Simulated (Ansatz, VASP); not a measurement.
TiAl in VASP and in Ansatz

```
Ti Al
1.0
     3.22090    0.00000    0.00000
     0.00000    3.22090    0.00000
     0.00000    0.00000    3.22090
Ti Al
1 1
Direct
  0.00000 0.00000 0.00000
  0.50000 0.50000 0.50000
```

Change from the starting cell: volume scaled by 1.04.

Alike in both runs: task single point; functional PBE; k mesh 8 × 8 × 8; occupations fermi-dirac, width 0.05 eV; no spin polarisation.

|  | VASP | Ansatz |
| --- | --- | --- |
| version | VASP 6.6.1 | Ansatz 0.2.0 |
| potentials or method | VASP PAW PBE potentials, release 64 (Ti_sv, Al), cutoff 520 eV | all-electron LAPW, scalar-relativistic |

```csv
,VASP,Ansatz,Ansatz less VASP
gap on the k mesh at the Fermi level (eV),none,none,-
pressure (GPa),-3.3,-3.3,0.00
```

A gap of «none» marks a metal or a gap that the smearing closes. Ansatz ran all-electron here, so the differences hold the error of VASP's frozen core and of both bases.
